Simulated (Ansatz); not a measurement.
Here is an Ansatz 0.2.0 calculation.

input.yaml

```yaml
crystal:
  lattice:
    - [3.113, 0.0, 0.0]
    - [-1.5565, 2.695937082, 0.0]
    - [0.0, 0.0, 4.981]
  atoms:
    - { symbol: Al, position: [0.6666666667, 0.3333333333, 0.5] }
    - { symbol: Al, position: [0.3333333333, 0.6666666667, 0.0] }
    - { symbol: "N", position: [0.6666666667, 0.3333333333, 0.88] }
    - { symbol: "N", position: [0.3333333333, 0.6666666667, 0.38] }
hamiltonian:
  xc: pbesol
  pseudopotentials: { kind: paw }
kpoints:
  mp_grid: { grid: [10, 10, 6] }
  band_path:
    path:
      - [[0.0, 0.0, 0.0], [0.5, 0.0, 0.0], [0.3333333333, 0.3333333333, 0.0], [0.0, 0.0, 0.0], [0.0, 0.0, 0.5], [0.5, 0.0, 0.5], [0.3333333333, 0.3333333333, 0.5], [0.0, 0.0, 0.5]]
      - [[0.5, 0.0, 0.5], [0.5, 0.0, 0.0]]
      - [[0.3333333333, 0.3333333333, 0.0], [0.3333333333, 0.3333333333, 0.5]]
    npoints: 14
scf:
  occupations: { method: fermi_dirac, width: 0.05 }
  n_extra_bands: 10
output:
  forces: true
  stress: true
  eigenvalues: true
  fatbands: false
```

Potentials or basis: Ansatz PAW.

Run with:

```bash
$ ansatz run input.yaml --threads 2 --pin off --max-ram 5632MiB --backend cpu --events-out ev --progress --plain --runs-dir out
```

(1) Estimate the largest force.

(2) What does it give for the band gap along the path?

Results:

(1) 0.130 eV/Å.

(2) 4.13 eV, direct.

Caveat: the PAW data sets come from PBE, with cores solved anew for the run's functional, which leaves a small shift of forces and pressure.

**The experiment to reproduce.**

From “Structural and optical properties of self-assembled AlN nanowires grown on SiO2/Si substrates by molecular beam epitaxy”, 2024, arxiv:2402.00216, for a bulk crystal of AlN at 0 K: band gap 6.0343 eV (an exciton energy, a little under the gap).

Measured gap of AlN: 6.0343 eV (an exciton energy, a little under the gap; 0 K; quoted in “Structural and optical properties of self-assembled AlN nanowires grown on SiO2/Si substrates by molecular beam epitaxy”, 2024, arxiv:2402.00216). This calculation gives 4.13 eV (-1.90 eV). 2 values of this kind are on record (6.034 to 6.0343 eV); this one was drawn at random. The value is that of PBEsol, without temperature or zero-point motion. Semilocal functionals fall short of measured gaps as a rule.
